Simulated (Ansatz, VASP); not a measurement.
# Au: VASP and Ansatz over several settings

```
Au
1.0
    -1.65727    1.65727    1.65727
     1.65727   -1.65727    1.65727
     1.65727    1.65727   -1.65727
Au
1
Direct
  0.00000 0.00000 0.00000
```

This isn't the form of Au at room conditions, which is fcc.

Single points on this cell with VASP 6.6.1 and Ansatz 0.2.0. Each row is one pair of runs. Alike in all rows: spin: off; k mesh: 11 × 11 × 11; Ansatz's potentials, cutoff: Ansatz PAW, 420 eV.

```csv
level,smearing,"VASP's potentials, cutoff","gap on the k mesh at the Fermi level (eV), VASP","gap on the k mesh at the Fermi level (eV), Ansatz","pressure (GPa), VASP","pressure (GPa), Ansatz"
PBEsol,"fermi-dirac, width 0.05 eV","VASP PAW PBE potentials, release 64 (Au), 520 eV",none,none,-9.0,-8.9
LDA,"gaussian, width 0.1 eV","VASP PAW LDA potentials, release 64 (Au), 520 eV",none,none,-12.7,-13.0
PBE,"gaussian, width 0.026 eV","VASP PAW PBE potentials, release 64 (Au), 520 eV",none,none,-1.1,-0.8
```

Pressure (GPa): the two programs differ by at most 0.37.

A gap of «none» marks a metal or a gap that the smearing closes.

Caveats: the PAW data sets were made with another functional, which shifts forces and pressure a little (VASP); the PAW data sets come from PBE, with cores solved anew for the run's functional, which leaves a small shift of forces and pressure (Ansatz).
